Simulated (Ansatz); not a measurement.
# Relaxing Cs in the sc type

First guess:

```xyz
1
Lattice="3.2195 0.0000 0.0000 0.0000 3.2195 0.0000 0.0000 0.0000 3.2195" Properties=species:S:1:pos:R:3 pbc="T T T"
Cs    0.0000    0.0000    0.0000
```

The calculation used Ansatz 0.2.0, DFT, PBE, PAW with Ansatz's default frozen-core files, scalar-relativistic.

Cell and atoms relax within the symmetry of the start on a 11×11×11 k mesh with 0.05 eV Fermi–Dirac smearing.

The start is built from a prototype, known or not as a phase of this compound; the cutoff is 420 eV.

No spin–orbit coupling, which matters for the heavy atoms here.

(1) What is the pressure of the first guess?

(2) What does it relax to?

(3) How much energy does the relaxation release?

## Answers

(1) 13.57 GPa.

(2) a = 5.021 Å, b = 5.021 Å, c = 5.021 Å, α = 90.00°, β = 90.00°, γ = 90.00° (conventional cell), 126.60 Å³ per atom:
```
CELL_PARAMETERS angstrom
5.02120 0.00000 0.00000
0.00000 5.02120 0.00000
0.00000 0.00000 5.02120
ATOMIC_POSITIONS crystal
Cs 0.00000 0.00000 0.00000
```

(3) 1302 meV/atom.
